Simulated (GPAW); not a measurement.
# BaF2 (Frankdicksonite) (Fm-3m) in GPAW: convergence with bands over the usual count

Aim: find how far bands over the usual count must go before the results for BaF2 (Frankdicksonite) settle, at PBEsol. This setting moves, with any that are tied to it; all else stays.

All numbers are computed with GPAW 26.7.0; they aren't measurements. Logs are shortened: lines on timing, memory, paths and dates and some standing lists are left out, and cuts for length are marked. The log counts tension as positive stress, the text compression.

### 1 The crystal as given

It takes space group Fm-3m (No. 225, cubic). The conventional cell has a = 6.200 Å, b = 6.200 Å, c = 6.200 Å, α = 90.00°, β = 90.00°, γ = 90.00°. Ba (site symmetry m-3m) has 8 F at 2.68 Å as nearest neighbours. Around F (site symmetry -43m) lie 4 Ba at 2.68 Å.

### 2 With bands over the usual count 0.72

File run.py:

```python
from ase import Atoms
from ase.dft.bandgap import bandgap
from ase.io import write
from ase.units import GPa
from gpaw import GPAW, PW, setup_paths

setup_paths.insert(0, '.')

atoms = Atoms(['Ba', 'F', 'F'],
              cell=[[0.0, 3.10005, 3.10005],
                    [3.10005, 0.0, 3.10005],
                    [3.10005, 3.10005, 0.0]],
              scaled_positions=[[0.0, 0.0, 0.0],
                                [0.75, 0.75, 0.75],
                                [0.25, 0.25, 0.25]],
              pbc=True)

calc = GPAW(mode=PW(800),
            xc='PBEsol',
            kpts={'size': (6, 6, 6), 'gamma': True},
            occupations={'name': 'fermi-dirac', 'width': 0.05},
            nbands=16,
            convergence={'density': 1e-05, 'energy': 1e-05},
            maxiter=100,
            txt='gpaw.txt')
atoms.calc = calc
energy = atoms.get_potential_energy()
forces = atoms.get_forces()
stress = atoms.get_stress()
calc.write('gs.gpw')
write('result.traj', atoms)
print(f'Energy: {energy:.6f} eV')
print('Forces (eV/A):')
print(forces.round(4))
print('Stress (GPa):', (stress / GPa).round(3))
print('Fermi level:', round(calc.get_fermi_level(), 4), 'eV')
print(f'Gap: {bandgap(calc)[0]:.4f} eV, direct: {bandgap(calc, direct=True)[0]:.4f} eV')
```

Potentials or basis: PAW data sets generated in the run's folder for this functional, pw.

On the command line:

```sh
gpaw-setup -f PBEsol Ba F
OMP_NUM_THREADS=1 python run.py
```

gpaw.txt:

```text
__  _  _
 | _ |_)|_||  |
 |__||  | ||/\| - 26.7.0

Input parameters:
  mode=PW(ecut=800.0),
  convergence={'density': 1e-05, 'energy': 1e-05},
  kpts=MonkhorstPack(size=(6, 6, 6), gamma=True),
  maxiter=100,
  nbands=16,
  occupations=Occupations(name='fermi-dirac', width=0.05),
  xc=XC(name='PBEsol')

Diagonalizing LCAO Hamiltonian
Converting LCAO to pw mode

                     F

            F

       Ba

Atoms  # Å, Bohr magnetons
|   | symbol |        x |        y |        z |    initial magnetic moments |
|---|--------|----------|----------|----------|-----------------------------|
| 0 |     Ba | 0.000000 | 0.000000 | 0.000000 | ( 0.0000,  0.0000,  0.0000) |
| 1 |      F | 4.650075 | 4.650075 | 4.650075 | ( 0.0000,  0.0000,  0.0000) |
| 2 |      F | 1.550025 | 1.550025 | 1.550025 | ( 0.0000,  0.0000,  0.0000) |

Unit cell  # Å
| periodic |        x |        y |        z |  lengths |    angles |
|----------|----------|----------|----------|----------|-----------|
|      yes | 0.000000 | 3.100050 | 3.100050 | 4.384133 | 60.000000 |
|      yes | 3.100050 | 0.000000 | 3.100050 | 4.384133 | 60.000000 |
|      yes | 3.100050 | 3.100050 | 0.000000 | 4.384133 | 60.000000 |

Number of symmetries: 48
Symmetry operations  # r_c * U_cc + t_c -> r_c
|    | kind |            matrix            |
|----|------|------------------------------|
|  0 |  σ   |  1, 0, 0,  1, 0,-1,  1,-1, 0 |
|  1 |  C2  |  1, 0, 0,  1,-1, 0,  1, 0,-1 |
|  2 |  E   |  1, 0, 0,  0, 1, 0,  0, 0, 1 |
|  3 |  σ   |  1, 0, 0,  0, 0, 1,  0, 1, 0 |
|  4 |  C4  |  1, 0,-1,  1, 0, 0,  1,-1, 0 |
|  5 |  S6  |  1, 0,-1,  1,-1, 0,  1, 0, 0 |
|  6 |  σ   |  1, 0,-1,  0, 1,-1,  0, 0,-1 |
|  7 |  C3  |  1, 0,-1,  0, 0,-1,  0, 1,-1 |
|  8 |  S6  |  1,-1, 0,  1, 0, 0,  1, 0,-1 |
|  9 |  C4  |  1,-1, 0,  1, 0,-1,  1, 0, 0 |
| 10 |  C3  |  1,-1, 0,  0,-1, 1,  0,-1, 0 |
| 11 |  σ   |  1,-1, 0,  0,-1, 0,  0,-1, 1 |
| 12 |  σ   |  0, 1, 0,  1, 0, 0,  0, 0, 1 |
| 13 |  C4  |  0, 1, 0,  0, 1,-1, -1, 1, 0 |
| 14 |  C3  |  0, 1, 0,  0, 0, 1,  1, 0, 0 |
| 15 |  S6  |  0, 1, 0, -1, 1, 0,  0, 1,-1 |
| 16 |  C2  |  0, 1,-1,  1, 0,-1,  0, 0,-1 |
[... 156 lines left out ...]

convergence criteria:
- Maximum integral of absolute [dens]ity change: 1e-05 electrons / valence electron
- Maximum [total energy] change in last 3 cyles: 1e-05 eV / valence electron
- Maximum integral of absolute [eigenst]ate change: 4e-08 eV^2 / valence electron
maximum number of iterations: 100

SCF iterations
|iter     | |      energy | eigst |  dens |
|---------|-|-------------|-------|-------|
|iter:   1| |  -18.372136 | -0.33 |       |
|iter:   2| |  -18.154835 | -1.88 | -1.13 |
|iter:   3| |  -17.542631 | -0.36 | -1.17 |
|iter:   4| |  -17.548175 | -2.26 | -1.54 |
|iter:   5| |  -17.563935 | -3.14 | -1.85 |
|iter:   6| |  -17.564583 | -4.22 | -2.75 |
|iter:   7| |  -17.564649 | -5.63 | -3.28 |
|iter:   8| |  -17.564652c| -6.95 | -3.95 |
|iter:   9| |  -17.564652c| -8.00c| -4.80 |
|iter:  10| |  -17.564652c| -8.10c| -5.22c|

Converged in 10 steps
Energy contributions relative to reference atoms: (reference = -226602.754317)

Energy contributions:
  Kinetic:          17.778731
  Coulomb:         -17.166813
  Zero:              0.128247
  External:          0.000000
  Xc:              -18.304817
  Entropy:          -0.000000
  Spinorbit:         0.000000
  ----------------------------
  Free energy:     -17.564652
  Extrapolated:    -17.564652

dipole moment: (-37.458196, -37.458196, -37.458196)  # |e|*Ang

Fermi level: 3.938
Eigenvalues  # (at kpt = [0.000, 0.000, 0.000])
| band index |      eig [eV] | occ [0-2] |
|------------|---------------|-----------|
|          0 |       -21.306 |     2.000 |
|        ... |               |           |
|          4 |        -6.163 |     2.000 |
|          5 |        -6.163 |     2.000 |
|          6 |         0.202 |     2.000 |
|          7 |         0.202 |     2.000 |
|          8 |         0.202 |     2.000 |
|          9 |         1.642 |     2.000 |
|         10 |         1.642 |     2.000 |
|         11 |         1.642 |     2.000 |
|         12 |         8.377 |     0.000 |
|         13 |        10.862 |     0.000 |
|         14 |        11.145 |     0.000 |
|         15 |        13.080 |     0.000 |

Gap: 6.666 eV
Transition (v -> c):
  (s=0, k=3, n=11, [0.33, 0.17, 0.17]) -> (s=0, k=0, n=12, [0.00, 0.00, 0.00])
Direct/indirect transitions are different
Direct gap: 6.736 eV
Transition at: (s=0, k=0, n=11, [0.00, 0.00, 0.00])

Forces  # eV/Ang
|        x |        y |       z |
|----------|----------|---------|
|  0.00000 |  0.00000 | 0.00000 |  # Ba   0
| -0.00000 |  0.00000 | 0.00000 |  # F    1
| -0.00000 | -0.00000 | 0.00000 |  # F    2

Stress tensor  # eV/Ang^3
|         x |         y |        z |
|-----------|-----------|----------|
|  0.012298 | -0.000000 | 0.000000 |
| -0.000000 |  0.012298 | 0.000000 |
|  0.000000 |  0.000000 | 0.012298 |

# Writing to gs.gpw (mode='')
```

stdout:

```text
Energy: -17.564652 eV
Forces (eV/A):
[[ 0.  0.  0.]
 [-0.  0.  0.]
 [-0. -0.  0.]]
Stress (GPa): [ 1.97  1.97  1.97  0.    0.   -0.  ]
Fermi level: 3.9378 eV
Gap: 6.6661 eV, direct: 6.7358 eV
```

It took 23 s on 1 thread of Arm Neoverse V1, shared host; peak memory 0.18 GiB.

Results:

* Free energy: -17.5647 eV
* Pressure: -2.0 GPa
* Band gap on the k mesh: 6.67 eV, indirect (least direct gap 6.74 eV)

### 3 With bands over the usual count 0.8

run.py: that of step 2 with these lines changed.

```diff
@@ -21,3 +21,3 @@
             occupations={'name': 'fermi-dirac', 'width': 0.05},
-            nbands=16,
+            nbands=18,
             convergence={'density': 1e-05, 'energy': 1e-05},
```

Potentials or basis: PAW data sets generated in the run's folder for this functional, pw.

On the command line:

```sh
gpaw-setup -f PBEsol Ba F
OMP_NUM_THREADS=1 python run.py
```

Wall time 24 s (1 thread of Arm Neoverse V1, shared host); peak memory 0.18 GiB.

It converged, with:

- Free energy: -17.5647 eV
- Pressure: -2.0 GPa
- Band gap on the k mesh: 6.67 eV, indirect (least direct gap 6.74 eV)

### 4 With bands over the usual count 0.9

run.py: that of step 3 with these lines changed.

```diff
@@ -21,3 +21,3 @@
             occupations={'name': 'fermi-dirac', 'width': 0.05},
-            nbands=18,
+            nbands=20,
             convergence={'density': 1e-05, 'energy': 1e-05},
```

On the command line:

```sh
gpaw-setup -f PBEsol Ba F
OMP_NUM_THREADS=1 python run.py
```

Run time: 26 s. Hardware: 1 thread of Arm Neoverse V1, shared host; peak memory 0.18 GiB.

Results (log left out):

```yaml
Free_energy: -17.5647 eV
Pressure: -2.0 GPa
Band_gap_on_the_k_mesh: 6.67 eV, indirect (least direct gap 6.74 eV)
```

### 5 With bands over the usual count 1

run.py: that of step 4 with these lines changed.

```diff
@@ -21,3 +21,3 @@
             occupations={'name': 'fermi-dirac', 'width': 0.05},
-            nbands=20,
+            nbands=22,
             convergence={'density': 1e-05, 'energy': 1e-05},
```

On the command line:

```sh
gpaw-setup -f PBEsol Ba F
OMP_NUM_THREADS=1 python run.py
```

It took 28 s on 1 thread of Arm Neoverse V1, shared host; peak memory 0.18 GiB.

Results (log left out):

```yaml
Free_energy: -17.5647 eV
Pressure: -2.0 GPa
Band_gap_on_the_k_mesh: 6.67 eV, indirect (least direct gap 6.74 eV)
```

### 6 With bands over the usual count 1.3

run.py: that of step 5 with these lines changed.

```diff
@@ -21,3 +21,3 @@
             occupations={'name': 'fermi-dirac', 'width': 0.05},
-            nbands=22,
+            nbands=29,
             convergence={'density': 1e-05, 'energy': 1e-05},
```

Potentials or basis: PAW data sets generated in the run's folder for this functional, pw.

On the command line:

```sh
gpaw-setup -f PBEsol Ba F
OMP_NUM_THREADS=1 python run.py
```

It took 35 s on 1 thread of Arm Neoverse V1, shared host; peak memory 0.19 GiB.

It converged, with:

| Quantity | Value |
| --- | --- |
| Free energy | -17.5647 eV |
| Pressure | -2.0 GPa |
| Band gap on the k mesh | 6.67 eV, indirect (least direct gap 6.74 eV) |

### 7 With bands over the usual count 1.7

run.py: that of step 6 with these lines changed.

```diff
@@ -21,3 +21,3 @@
             occupations={'name': 'fermi-dirac', 'width': 0.05},
-            nbands=29,
+            nbands=38,
             convergence={'density': 1e-05, 'energy': 1e-05},
```

On the command line:

```sh
gpaw-setup -f PBEsol Ba F
OMP_NUM_THREADS=1 python run.py
```

Run time: 45 s. Hardware: 1 thread of Arm Neoverse V1, shared host; peak memory 0.2 GiB.

The run converged. Its results:

```
Free energy            : -17.5647 eV
Pressure               : -2.0 GPa
Band gap on the k mesh : 6.67 eV, indirect (least direct gap 6.74 eV)
```

### 8 With bands over the usual count 2.5

run.py: that of step 7 with these lines changed.

```diff
@@ -21,3 +21,3 @@
             occupations={'name': 'fermi-dirac', 'width': 0.05},
-            nbands=38,
+            nbands=55,
             convergence={'density': 1e-05, 'energy': 1e-05},
```

On the command line:

```sh
gpaw-setup -f PBEsol Ba F
OMP_NUM_THREADS=1 python run.py
```

Run time: 70 s. Hardware: 1 thread of Arm Neoverse V1, shared host; peak memory 0.21 GiB.

Results (log left out):

- Free energy: -17.5647 eV
- Pressure: -2.0 GPa
- Band gap on the k mesh: 6.67 eV, indirect (least direct gap 6.74 eV)

### 9 Result

```csv
bands over the usual count,"energy less the tightest run, at zero smearing (meV/atom)",SCF cycles,CPU time (s),peak memory (GiB)
0.72,0.00,10,23,0.18
0.8,0.00,10,24,0.18
0.9,0.00,10,26,0.18
1,0.00,10,28,0.18
1.3,0.00,10,35,0.19
1.7,0.00,10,45,0.2
2.5,0.00,11,70,0.21
```

Against the tightest run, the energy stays within 1 meV/atom from 0.72 on. The tightest run that finished is the yardstick and may itself not be fully converged.

Caveats: spin-orbit coupling is left out, which moves the levels of the heavy elements.
